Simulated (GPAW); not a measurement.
# SiO2 (Cristobalite) (P4_12_12) in GPAW: reference runs

Aim: a first look at SiO2 (Cristobalite) with PBE, on the cell as given.

All numbers are computed with GPAW 26.7.0; they aren't measurements. Logs are shortened: lines on timing, memory, paths and dates and some standing lists are left out, and cuts for length are marked. The log counts tension as positive stress, the text compression.

## (1) Starting point

Symmetry: P4_12_12, No. 92, tetragonal system. The conventional cell has a = 4.982 Å, b = 4.982 Å, c = 6.963 Å, α = 90.00°, β = 90.00°, γ = 90.00°. Around Si (site symmetry 2) lie 4 O at 1.60 to 1.61 Å. O (site symmetry 1) has 2 Si at 1.60 to 1.61 Å as nearest neighbours.

## (2) Single point, PBE

File run.py:

```python
from ase import Atoms
from ase.dft.bandgap import bandgap
from ase.io import write
from ase.units import Bohr, GPa
from gpaw import GPAW, PW
from gpaw.elf import elf_from_dft_calculation

atoms = Atoms(['Si', 'Si', 'Si', 'Si', 'O', 'O', 'O', 'O', 'O', 'O', 'O', 'O'],
              cell=[[4.982, 0.0, 0.0],
                    [0.0, 4.982, 0.0],
                    [0.0, 0.0, 6.963]],
              scaled_positions=[[0.79897, 0.20103, 0.75],
                                [0.70103, 0.70103, 0.5],
                                [0.20103, 0.79897, 0.25],
                                [0.29897, 0.29897, 0.0],
                                [0.10347, 0.23989, 0.82187],
                                [0.26011, 0.60347, 0.07187],
                                [0.89653, 0.76011, 0.32187],
                                [0.73989, 0.39653, 0.57187],
                                [0.60347, 0.26011, 0.92813],
                                [0.76011, 0.89653, 0.67813],
                                [0.39653, 0.73989, 0.42813],
                                [0.23989, 0.10347, 0.17813]],
              pbc=True)

calc = GPAW(mode=PW(800),
            xc='PBE',
            kpts={'size': (6, 6, 4), 'gamma': True},
            occupations={'name': 'fermi-dirac', 'width': 0.05},
            nbands=56,
            convergence={'density': 1e-05, 'energy': 1e-05},
            maxiter=150,
            txt='gpaw.txt')
atoms.calc = calc
energy = atoms.get_potential_energy()
forces = atoms.get_forces()
stress = atoms.get_stress()
calc.write('gs.gpw')
write('result.traj', atoms)
print(f'Energy: {energy:.6f} eV')
print('Forces (eV/A):')
print(forces.round(4))
print('Stress (GPa):', (stress / GPa).round(3))
print('Fermi level:', round(calc.get_fermi_level(), 4), 'eV')
print(f'Gap: {bandgap(calc)[0]:.4f} eV, direct: {bandgap(calc, direct=True)[0]:.4f} eV')

# fields on the real-space grid
write('density.cube', atoms, data=calc.get_pseudo_density() * Bohr**3)
write('potential.cube', atoms, data=calc.get_electrostatic_potential())
write('elf.cube', atoms, data=elf_from_dft_calculation(calc).data)
```

Potentials or basis: GPAW PAW data sets (gpaw-data 1.2.1), pw.

The run is started by

```sh
> OMP_NUM_THREADS=1 python run.py
```

gpaw.txt:

```text
__  _  _
 | _ |_)|_||  |
 |__||  | ||/\| - 26.7.0

Input parameters:
  mode=PW(ecut=800.0),
  convergence={'density': 1e-05, 'energy': 1e-05},
  kpts=MonkhorstPack(size=(6, 6, 4), gamma=True),
  maxiter=150,
  nbands=56,
  occupations=Occupations(name='fermi-dirac', width=0.05),
  xc=XC(name='PBE')

Diagonalizing LCAO Hamiltonian
Converting LCAO to pw mode
    .-----------.
   /|           |
  / |           |
 *  |    O   O  |
 | O|           |
 |  |      Sii  |
 |  |   O  O    |
 |  | Si      O |
 |  |           |
 |  .-----------.
 | /O O        /
 |/  Si       /
 *-----------*

Atoms  # Å, Bohr magnetons
|    | symbol |        x |        y |        z |    initial magnetic moments |
|----|--------|----------|----------|----------|-----------------------------|
|  0 |     Si | 3.980469 | 1.001531 | 5.222250 | ( 0.0000,  0.0000,  0.0000) |
|  1 |     Si | 3.492531 | 3.492531 | 3.481500 | ( 0.0000,  0.0000,  0.0000) |
|  2 |     Si | 1.001531 | 3.980469 | 1.740750 | ( 0.0000,  0.0000,  0.0000) |
|  3 |     Si | 1.489469 | 1.489469 | 0.000000 | ( 0.0000,  0.0000,  0.0000) |
|  4 |      O | 0.515488 | 1.195132 | 5.722681 | ( 0.0000,  0.0000,  0.0000) |
|  5 |      O | 1.295868 | 3.006488 | 0.500431 | ( 0.0000,  0.0000,  0.0000) |
|  6 |      O | 4.466512 | 3.786868 | 2.241181 | ( 0.0000,  0.0000,  0.0000) |
|  7 |      O | 3.686132 | 1.975512 | 3.981931 | ( 0.0000,  0.0000,  0.0000) |
|  8 |      O | 3.006488 | 1.295868 | 6.462569 | ( 0.0000,  0.0000,  0.0000) |
|  9 |      O | 3.786868 | 4.466512 | 4.721819 | ( 0.0000,  0.0000,  0.0000) |
| 10 |      O | 1.975512 | 3.686132 | 2.981069 | ( 0.0000,  0.0000,  0.0000) |
| 11 |      O | 1.195132 | 0.515488 | 1.240319 | ( 0.0000,  0.0000,  0.0000) |

Unit cell  # Å
| periodic |        x |        y |        z |  lengths |    angles |
|----------|----------|----------|----------|----------|-----------|
|      yes | 4.982000 | 0.000000 | 0.000000 | 4.982000 | 90.000000 |
|      yes | 0.000000 | 4.982000 | 0.000000 | 4.982000 | 90.000000 |
|      yes | 0.000000 | 0.000000 | 6.963000 | 6.963000 | 90.000000 |

Number of symmetries: 2
Symmetry operations  # r_c * U_cc + t_c -> r_c
|   | kind |            matrix            |
|---|------|------------------------------|
| 0 |  E   |  1, 0, 0,  0, 1, 0,  0, 0, 1 |
| 1 |  C2  |  0, 1, 0,  1, 0, 0,  0, 0,-1 |

BZ-sampling:
  Number of BZ points: 144
  Number of IBZ points: 47

  Monkhorst-Pack size: [6, 6, 4]
  Monkhorst-Pack shift: [0.08333333333333333, 0.08333333333333333, 0.125]

K-points  # in reciprocal-cell coordinates
|     |                                coordinates |     weight |
|-----|--------------------------------------------|------------|
|   0 | (  0.00000000,   0.00000000,   0.00000000) | 0.00694444 |
|   1 | (  0.00000000,   0.00000000,   0.25000000) | 0.01388889 |
|   2 | (  0.00000000,   0.00000000,   0.50000000) | 0.00694444 |
|   3 | (  0.16666667,  -0.16666667,  -0.25000000) | 0.01388889 |
|   4 | (  0.16666667,  -0.16666667,   0.00000000) | 0.01388889 |
|   5 | (  0.16666667,  -0.16666667,   0.25000000) | 0.01388889 |
|   6 | (  0.16666667,  -0.16666667,   0.50000000) | 0.01388889 |
|   7 | (  0.16666667,   0.00000000,  -0.25000000) | 0.02777778 |
|   8 | (  0.16666667,   0.00000000,   0.00000000) | 0.02777778 |
|   9 | (  0.16666667,   0.00000000,   0.25000000) | 0.02777778 |
| ... |                                            |            |
|  46 | (  0.50000000,   0.50000000,   0.50000000) | 0.00694444 |

Plane wave coefficients: 8920
Cutoff: 800.0 eV

Spin-components: 1 (collinear spins)
Bands:           56
Projectors:      60
Spin-degeneracy: 2
Datatype:        complex128

Parallelization:
  kpt:    1
  domain: 1
  band:   1

Density:
  Valence electrons: 64.0
  Components: 1
  Grid points: [35 35 48]
  Charge: 0.0  # |e|

Potential:
  Grid points: [35 35 48]

species:
  Si:
    name:    Silicon
    Z:       14.0
    valence: 4
    core:    10
    charge:  0.0  # [|e|]
    compensation charges:
      type: gauss
      rc: 0.33  # [Å]
      lmax: 2
    cutoffs:
      filter: 1.86  # [Å]
      core: 2.06  # [Å]
    projectors
    | kind |    occ | energy [eV] | rcut [Å] |
    |------|--------|-------------|----------|
    |   3s |  2.000 |     -10.812 |    1.058 |
    |   3p |  2.000 |      -4.081 |    1.058 |
    |    s |        |      16.399 |    1.058 |
    |    p |        |      23.130 |    1.058 |
    |    d |        |       0.000 |    1.058 |

    Using partial waves for Si as LCAO basis

  O:
    name:    Oxygen
    Z:       8.0
    valence: 6
    core:    2
    charge:  0.0  # [|e|]
    compensation charges:
      type: gauss
      rc: 0.21  # [Å]
      lmax: 2
    cutoffs:
      filter: 1.17  # [Å]
      core: 0.83  # [Å]
    projectors
    | kind |    occ | energy [eV] | rcut [Å] |
    |------|--------|-------------|----------|
    |   2s |  2.000 |     -23.961 |    0.688 |
    |   2p |  4.000 |      -9.029 |    0.598 |
    |    s |        |       3.251 |    0.688 |
    |    p |        |      18.182 |    0.598 |
    |    d |        |       0.000 |    0.619 |

    Using partial waves for O as LCAO basis

Reference energy: -47872.195410  # eV

eigensolver:
  PPCG
  Converge bands: occupied
  niter=2

density mixing:
  MSR1-Mixer
  Pratt-step length: 0.05
  Maximum mixing coefficient: 0.75
  Old densities: 10
  SVD Regularization: 0.005
  Good broyden scale: 1.0
  Trust region scale: 1.0
  Backstep threshold: 4.0
  History deletion threshold: 6.0
  Fourier metric: weight=20.0, sigma=0.015

occupation numbers:
  Fermi-Dirac:
    width: 0.0500  # eV

poisson solver:
  ecut: 6400.0  # eV

xc functional:
  name: PBE with 2 nearest neighbor stencil

convergence criteria:
[... 6 lines left out ...]
|iter     | |      energy | eigst |  dens |
|---------|-|-------------|-------|-------|
|iter:   1| | -106.496178 | +0.61 |       |
|iter:   2| | -104.032120 | -1.34 | -0.69 |
|iter:   3| |  -95.262519 | -0.54 | -0.73 |
|iter:   4| |  -95.368949 | -2.47 | -1.38 |
|iter:   5| |  -95.432839 | -3.15 | -1.66 |
|iter:   6| |  -95.433028 | -4.87 | -2.82 |
|iter:   7| |  -95.433062c| -5.52 | -3.26 |
|iter:   8| |  -95.433056c| -6.29 | -3.62 |
|iter:   9| |  -95.433057c| -7.74c| -4.21 |
|iter:  10| |  -95.433057c| -8.12c| -5.12c|

Converged in 10 steps
Energy contributions relative to reference atoms: (reference = -47872.195410)

Energy contributions:
  Kinetic:         129.248957
  Coulomb:        -119.331495
  Zero:              1.649760
  External:          0.000000
  Xc:             -107.000278
  Entropy:          -0.000000
  Spinorbit:         0.000000
  ----------------------------
  Free energy:     -95.433057
  Extrapolated:    -95.433057

dipole moment: (-0.000022, -0.000022, -14.831345)  # |e|*Ang

Fermi level: 1.519
Eigenvalues  # (at kpt = [0.000, 0.000, 0.000])
| band index |      eig [eV] | occ [0-2] |
|------------|---------------|-----------|
|          0 |       -19.129 |     2.000 |
|        ... |               |           |
|         24 |        -1.443 |     2.000 |
|         25 |        -0.980 |     2.000 |
|         26 |        -0.980 |     2.000 |
|         27 |        -0.857 |     2.000 |
|         28 |        -0.315 |     2.000 |
|         29 |         0.075 |     2.000 |
[... 8 lines left out ...]
|         38 |        10.355 |     0.000 |
|         39 |        11.529 |     0.000 |
|        ... |               |           |
|         55 |        16.067 |     0.000 |

Gap: 5.793 eV
Transition (v -> c):
  (s=0, k=0, n=31, [0.00, 0.00, 0.00]) -> (s=0, k=0, n=32, [0.00, 0.00, 0.00])
No difference between direct/indirect transitions

Forces  # eV/Ang
|        x |        y |        z |
|----------|----------|----------|
|  0.09787 | -0.09787 |  0.00001 |  # Si   0
| -0.09786 | -0.09786 |  0.00000 |  # Si   1
| -0.09787 |  0.09787 | -0.00001 |  # Si   2
|  0.09788 |  0.09788 |  0.00000 |  # Si   3
|  0.22464 | -0.10680 | -0.58729 |  # O    4
|  0.10618 |  0.22454 | -0.58735 |  # O    5
| -0.22466 |  0.10682 | -0.58733 |  # O    6
| -0.10617 | -0.22454 | -0.58735 |  # O    7
|  0.22454 |  0.10618 |  0.58735 |  # O    8
|  0.10682 | -0.22466 |  0.58733 |  # O    9
| -0.22454 | -0.10617 |  0.58735 |  # O   10
| -0.10680 |  0.22464 |  0.58729 |  # O   11

Stress tensor  # eV/Ang^3
|         x |         y |         z |
|-----------|-----------|-----------|
| -0.057615 | -0.000000 |  0.000000 |
| -0.000000 | -0.057615 | -0.000000 |
|  0.000000 | -0.000000 | -0.063122 |

# Writing to gs.gpw (mode='')
```

It took 8.1 min on 1 thread of Arm Neoverse V2, shared host; peak memory 0.76 GiB.

Results:

| Property | Result |
| --- | --- |
| Free energy | -95.4331 eV |
| Pressure | 9.5 GPa |
| Largest force | 0.638 eV/Å |
| Band gap on the k mesh | 5.79 eV, direct |

Forces on the atoms (eV/Å):
```
Si   0.098 -0.098  0.000
Si  -0.098 -0.098  0.000
Si  -0.098  0.098  0.000
Si   0.098  0.098  0.000
O    0.225 -0.107 -0.587
O    0.106  0.225 -0.587
O   -0.225  0.107 -0.587
O   -0.106 -0.225 -0.587
O    0.225  0.106  0.587
O    0.107 -0.225  0.587
O   -0.225 -0.106  0.587
O   -0.107  0.225  0.587
```

Levels at points of the mesh, in eV from the valence-band top:
```csv
k point,band 30,band 31,band 32,band 33,band 34,band 35
"(0.00, 0.00, 0.00)",-0.27,-0.27,0.00,5.79,8.86,8.86
"(0.00, 0.00, 0.50)",-0.52,-0.40,-0.40,7.03,7.03,9.50
"(0.50, 0.00, 0.00)",-0.65,-0.48,-0.48,7.84,7.84,9.31
"(0.50, 0.00, 0.50)",-0.94,-0.17,-0.17,8.19,8.19,8.97
"(0.50, 0.50, 0.00)",-0.60,-0.56,-0.56,8.79,8.79,8.92
"(0.50, 0.50, 0.50)",-0.64,-0.64,-0.64,9.30,9.30,9.30
```

Caveat: the cell was measured hot, at 340 K. A k mesh can miss the band edges.
